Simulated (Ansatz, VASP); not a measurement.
# Two plane-wave programs on Tl

INCAR

```
  ALGO = Normal
  EDIFF = 1E-6
  ENCUT = 520
  GGA = PE
  ISIF = 2
  ISMEAR = 0
  LASPH = True
  LCHARG = False
  LREAL = False
  LWAVE = False
  NBANDS = 20
  NELM = 100
  PREC = Accurate
  SIGMA = 0.1
```

Contents of KPOINTS:

```
k-points
0
Gamma
  6 6 4
```

POSCAR

```
Tl
1.0
    3.4879330000      0.0000000000      0.0000000000
   -1.7439670000      3.0206390000      0.0000000000
    0.0000000000      0.0000000000      5.6957710000
Tl
2
Direct
    0.0000000000      0.0000000000      0.0000000000
    0.3333333300      0.6666666700      0.5000000000
```

Input for Ansatz:

```yaml
crystal:
  lattice:
    - [3.487933, 0.0, 0.0]
    - [-1.743967, 3.020639, 0.0]
    - [0.0, 0.0, 5.695771]
  atoms:
    - { symbol: Tl, position: [0.0, 0.0, 0.0] }
    - { symbol: Tl, position: [0.33333333, 0.66666667, 0.5] }
basis:
  ecutwfc: 420
kpoints:
  mp_grid: { grid: [6, 6, 4] }
hamiltonian:
  xc: pbe
scf:
  occupations: { method: gaussian, width: 0.1 }
output:
  forces: true
  stress: true
  eigenvalues: true
```

The cell was built by a generator and needn't be a form met in nature.

Alike in both runs: task single point; functional PBE; k mesh 6 × 6 × 4; occupations gaussian, width 0.1 eV; no spin polarisation.

|  | VASP | Ansatz |
| --- | --- | --- |
| version | VASP 6.6.1 | Ansatz 0.2.0 |
| potentials or method | VASP PAW PBE potentials, release 64 (Tl_d) | scalar-relativistic, plane waves, PAW |
| plane-wave cutoff (eV) | 520 | 420 |
| valence electrons in the cell | 26 | 26 |

|  | VASP | Ansatz | Ansatz less VASP |
| --- | --- | --- | --- |
| gap on the k mesh at the Fermi level (eV) | none | none | - |
| pressure (GPa) | 1.1 | 1.2 | +0.07 |
| largest component of the traceless stress (GPa) | 0.98 | 0.98 | +0.006 |

A gap of «none» marks a metal or a gap that the smearing closes.

Spin-orbit coupling is left out, which matters for the levels of Tl.
